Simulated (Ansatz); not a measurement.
**Sb: how the free axis answers a strain**

Sb, Pm-3m, a = 3.109 Å. This isn't the element's structure at ambient conditions. Ansatz: PBE, PAW, 420 eV, Γ-centred 14×10×10 mesh on 2 atoms, Gaussian smearing 0.10 eV; no spin polarisation. Series: biaxial strain in the a-b plane, c and atoms relaxed; x is the strain in per cent. The axes a, b, c are those of the computed cell (3.110, 4.396, 4.395 Å), along [1 0 0], [0 1 1], [0 -1 1] of the cell named above. y is the change of c in per cent of 4.395 Å.

```tsv
x (%)	y (%)
-6.0	?
-4.0	3.76
-2.0	1.73
0.0	0.00
2.0	-1.55
4.0	-3.18
6.0	-4.56
```

Task: Fit y = c1 x + c2 x² to the other rows, say what c1 measures, and predict the missing y.

Result: Least squares on the rows shown. y = −0.8606 x + 0.01724 x². With no stress along c, c1 = −(C13 + C23)/C33 in these axes = -0.861. At x = -6.0 the fit asked for gives 5.78 %. The run gave 5.35 %, so the fit is 0.43 % too high, 4.3 % of the span of the series, against an rms of 0.06 % on the fitted rows. The row lies outside the fitted range. With a term in x³ added, a fit to the same known rows predicts 5.99 %, further off still.